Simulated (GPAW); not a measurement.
Set up this calculation in GPAW 26.7.0, as an ASE script.

```yaml
Task: single point
Functional: PBE
Potentials_or_basis: GPAW PAW data sets (gpaw-data 1.2.1)
Cutoff: 600 eV
Basis: pw
k_mesh: 6 × 6 × 4
Occupations: fermi-dirac, width 0.05 eV
Spin: no spin polarisation
Maxiter: 120
Convergence: default
```

HfO2:

```xyz
6
Lattice="3.5580 0.0000 0.0000 0.0000 3.5580 0.0000 0.0000 0.0000 5.1719" Properties=species:S:1:pos:R:3 pbc="T T T"
Hf    0.0000    0.0000    0.0000
Hf    1.7790    1.7790    2.5859
O     0.0000    1.7790    1.0199
O     1.7790    0.0000    1.5660
O     1.7790    0.0000    4.1519
O     0.0000    1.7790    3.6059
```

Measurements of this composition are mostly on another form, of space group No. 14.

The input as run:

run.py

```python
from ase import Atoms
from ase.dft.bandgap import bandgap
from ase.io import write
from ase.units import GPa
from gpaw import GPAW, PW

atoms = Atoms(['Hf', 'Hf', 'O', 'O', 'O', 'O'],
              cell=[[3.55801933, 0.0, 0.0],
                    [0.0, 3.55801933, 0.0],
                    [0.0, 0.0, 5.17186121]],
              scaled_positions=[[0.0, 0.0, 0.0],
                                [0.5, 0.5, 0.5],
                                [0.0, 0.5, 0.19720788],
                                [0.5, 0.0, 0.30279212],
                                [0.5, 0.0, 0.80279212],
                                [0.0, 0.5, 0.69720788]],
              pbc=True)

calc = GPAW(mode=PW(600),
            xc='PBE',
            kpts={'size': (6, 6, 4), 'gamma': True},
            occupations={'name': 'fermi-dirac', 'width': 0.05},
            nbands=43,
            maxiter=120,
            txt='gpaw.txt')
atoms.calc = calc
energy = atoms.get_potential_energy()
forces = atoms.get_forces()
stress = atoms.get_stress()
calc.write('gs.gpw')
write('result.traj', atoms)
print(f'Energy: {energy:.6f} eV')
print('Forces (eV/A):')
print(forces.round(4))
print('Stress (GPa):', (stress / GPa).round(3))
print('Fermi level:', round(calc.get_fermi_level(), 4), 'eV')
print(f'Gap: {bandgap(calc)[0]:.4f} eV, direct: {bandgap(calc, direct=True)[0]:.4f} eV')
```

Potentials or basis: GPAW PAW data sets (gpaw-data 1.2.1), pw.

The run is started by

```console
$ OMP_NUM_THREADS=1 python run.py
```

Results of the run:

The pressure is 4.9 GPa, the largest force is 0.267 eV/Å and the band gap on the k mesh is 4.74 eV, indirect (least direct gap 4.83 eV).

Caveat: the cutoff is short for stress and forces, so pressures can be off by a GPa or more; spin-orbit coupling is left out, which moves the levels of the heavy elements.

Wall time 50 s on 1 thread of Arm Neoverse V2, on a shared host, peak memory 0.21 GiB.
